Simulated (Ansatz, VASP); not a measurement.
## Two plane-wave programs on GaAs

INCAR

```
PREC = Accurate
ENCUT = 520
EDIFF = 1E-6
ISMEAR = 0
SIGMA = 0.1
LREAL = False
LASPH = True
NELM = 100
ALGO = Normal
ISIF = 2
LWAVE = False
LCHARG = True
GGA = PS
LELF = True
LVHAR = True
NBANDS = 16
```

KPOINTS

```
regular mesh
0
Gamma
  12 12 12
```

The input POSCAR:

```
GaAs
1.0
    0.0000000000      2.9125779763      2.9125779763
    2.9125779763      0.0000000000      2.9125779763
    2.9125779763      2.9125779763      0.0000000000
Ga As
1 1
Direct
    0.0000000000      0.0000000000      0.0000000000
    0.7500000000      0.7500000000      0.7500000000
```

Input for Ansatz:

```yaml
crystal:
  lattice:
    - [0.0, 2.9125779763, 2.9125779763]
    - [2.9125779763, 0.0, 2.9125779763]
    - [2.9125779763, 2.9125779763, 0.0]
  atoms:
    - { symbol: Ga, position: [0.0, 0.0, 0.0] }
    - { symbol: As, position: [0.75, 0.75, 0.75] }
basis:
  ecutwfc: 420
kpoints:
  mp_grid: { grid: [12, 12, 12] }
hamiltonian:
  xc: pbesol
scf:
  occupations: { method: gaussian, width: 0.1 }
output:
  forces: true
  stress: true
  eigenvalues: true
  populations: true
```

Alike in both runs: task single point; functional PBEsol; k mesh 12 × 12 × 12; occupations gaussian, width 0.1 eV; no spin polarisation.

|  | VASP | Ansatz |
| --- | --- | --- |
| version | VASP 6.6.1 | Ansatz 0.2.0 |
| potentials or method | VASP PAW PBE potentials, release 64 (Ga_d, As) | scalar-relativistic, plane waves, PAW |
| plane-wave cutoff (eV) | 520 | 420 |
| valence electrons in the cell | 18 | 28 |

```tsv
	VASP	Ansatz	Ansatz less VASP
gap on the k mesh at the Fermi level (eV)	none	none	-
pressure (GPa)	-4.8	-4.9	-0.10
```

A gap of «none» marks a metal or a gap that the smearing closes. The two sets of potentials don't hold the same shells in valence.

Caveats: the PAW data sets were made with another functional, which shifts forces and pressure a little (VASP).
